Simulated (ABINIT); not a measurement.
Input of an ABINIT 10.8.3 (patched build) run:

The input run.abi:

```
# Datasets: one volume each
ndtset 7
scalecart1 3*0.9795861087
scalecart2 3*0.9864848297
scalecart3 3*0.9932883884
scalecart4 3*1.0000000000
scalecart5 3*1.0066227096
scalecart6 3*1.0131594038
scalecart7 3*1.0196128224

# Pseudopotentials
pp_dirpath "./"
pseudos "Si.GGA_PBE-JTH.xml, O.GGA_PBE-JTH.xml"

# Structure
acell 3*1.0
rprim
     9.5640716464     0.0000000000     0.0000000000
    -4.7820358231     8.2827290093     0.0000000000
     0.0000000000     0.0000000000    10.4700302580
ntypat 2
znucl 14 8
natom 9
typat 1 1 1 2 2 2 2 2 2
xred
     0.5000000000     0.0000000000     0.0000000000
     0.5000000000     0.5000000000     0.3333333333
     0.0000000000     0.5000000000     0.6666666667
     0.4172565700     0.2086282850     0.1666666667
     0.7913717150     0.2086282850     0.8333333333
     0.2086282850     0.4172565700     0.5000000000
     0.5827434300     0.7913717150     0.1666666667
     0.2086282850     0.7913717150     0.8333333333
     0.7913717150     0.5827434300     0.5000000000

# Plane-wave basis
ecut 23.0
pawecutdg 45.0
pawxcdev 0
pawovlp 30

# k points
kptopt 1
ngkpt 6 6 5
nshiftk 1
shiftk 0.0 0.0 0.0

# Exchange and correlation
ixc 11

# Bands and occupations
nband 30
occopt 3
tsmear 0.00183747

# SCF cycle
nstep 100
tolvrs 1.0e-9

# Output
iomode 3
prtwf 0
prtden 0
prteig 0
prtebands 0
enunit 2
```

Potentials or basis: JTH PAW PBE v2.0.

The run is started by

```console
$ mpirun --bind-to none -np 4 abinit run.abi > log 2>&1
```

Question: Estimate the equilibrium volume.

Answer: 13.91 Å³/atom.

Question: Estimate the bulk modulus at fixed shape and positions.

Answer: 174 GPa.

Question: Estimate the pressure derivative of the bulk modulus.

Answer: 4.0.

Energy against volume, from the lowest point:
| volume (Å³/atom) | energy (meV/atom) |
| --- | --- |
| 12.837 | 51.06 |
| 13.110 | 27.32 |
| 13.383 | 11.37 |
| 13.656 | 2.49 |
| 13.929 | 0.00 |
| 14.202 | 3.27 |
| 14.475 | 11.81 |

Caveat: pressures at fixed basis lie under the slope of the energies; the cell was scaled at fixed shape and fractional positions, which overstates the stiffness of a crystal with free parameters, most of all of layers and chains; the atomic spheres overlap.
